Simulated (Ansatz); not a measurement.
A run of Ansatz 0.2.0 is set up as follows.

File input:

```
crystal:
  lattice:
    - [0.0, 2.3268543819, 2.3268543819]
    - [2.3268543819, 0.0, 2.3268543819]
    - [2.3268543819, 2.3268543819, 0.0]
  atoms:
    - { symbol: O, position: [0.0, 0.0, 0.0] }
    - { symbol: Li, position: [0.25, 0.25, 0.25] }
    - { symbol: Li, position: [0.75, 0.75, 0.75] }
hamiltonian:
  xc: hse06
  pseudopotentials: { kind: paw }
kpoints:
  mp_grid: { grid: [8, 8, 8] }
  band_path:
    path:
      - [[0.0, 0.0, 0.0], [0.5, 0.0, 0.5], [0.5, 0.25, 0.75], [0.375, 0.375, 0.75], [0.0, 0.0, 0.0], [0.5, 0.5, 0.5], [0.625, 0.25, 0.625], [0.5, 0.25, 0.75], [0.5, 0.5, 0.5], [0.375, 0.375, 0.75]]
      - [[0.625, 0.25, 0.625], [0.5, 0.0, 0.5]]
    npoints: 4
scf:
  occupations: { method: fermi_dirac, width: 0.05 }
  n_extra_bands: 7
output:
  forces: true
  stress: true
  eigenvalues: true
  fatbands: false
```

Q: Predict the band gap along the path.

A: 6.53 eV, indirect (least direct gap 6.74 eV).

Q: Predict the band gap on the k mesh.

A: 6.53 eV, indirect (least direct gap 6.74 eV).

Q: Estimate the pressure.

A: -4.5 GPa.

Levels at the corners of the path, in eV from the valence-band top:
```csv
point,band 3,band 4,band 5,band 6,band 7,band 8,band 9,band 10
Γ,-16.88,0.00,0.00,0.00,6.74,13.70,13.70,13.70
X,-16.58,-1.74,-1.43,-1.43,6.53,15.48,15.48,16.65
W,-16.57,-1.83,-1.58,-1.58,8.75,12.19,16.01,16.01
K,-16.58,-2.06,-1.63,-1.12,8.13,13.41,15.18,16.22
Γ,-16.88,0.00,0.00,0.00,6.74,13.70,13.70,13.70
L,-16.64,-2.89,-0.47,-0.47,10.95,11.46,13.78,13.78
U,-16.58,-2.06,-1.63,-1.12,8.13,13.41,15.18,16.22
W,-16.57,-1.83,-1.58,-1.58,8.75,12.19,16.01,16.01
L,-16.64,-2.89,-0.47,-0.47,10.95,11.46,13.78,13.78
K,-16.58,-2.06,-1.63,-1.12,8.13,13.41,15.18,16.22
U,-16.58,-2.06,-1.63,-1.12,8.13,13.41,15.18,16.22
X,-16.58,-1.74,-1.43,-1.43,6.53,15.48,15.48,16.65
```

Caveat: the pressure holds a Pulay correction of +0.3 GPa for the finite cutoff; the PAW data sets come from PBE, with cores solved anew for the run's functional, which leaves a small shift of forces and pressure; the thresholds are loose for stress.
